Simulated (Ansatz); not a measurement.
# W (Fm-3m) in Ansatz: equation of state

How stiff is W in PBE, and what volume does it want? The cell is scaled to several volumes.

Program: Ansatz 0.2.0. These are calculated values, not measurements. Logs are shortened: lines on timing, memory, paths and dates and some standing lists are left out, and cuts for length are marked.

### Step 1. The crystal as given

The structure is cubic, space group Fm-3m (No. 225). Conventional cell: a = 4.060 Å, b = 4.060 Å, c = 4.060 Å, α = 90.00°, β = 90.00°, γ = 90.00°. W (site symmetry m-3m) has 12 W at 2.87 Å as nearest neighbours.

This isn't the form of W at room conditions, which is bcc.

### Step 2. Equation of state, PBE

Potentials or basis: all-electron LAPW, scalar-relativistic.

No new run: the results of the series are fitted here.

What came out:

| Item | Value |
| --- | --- |
| Equilibrium volume | 16.45 Å³/atom |
| Bulk modulus | 291 GPa |
| Pressure derivative of the bulk modulus | 4.4 |

Energy against volume, from the lowest point:
```
volume (Å³/atom)  energy (meV/atom)
          15.727              31.18
          16.062               8.57
          16.396               0.00
          16.731               4.04
          17.065              19.37
          17.400              44.80
          17.735              79.24
```
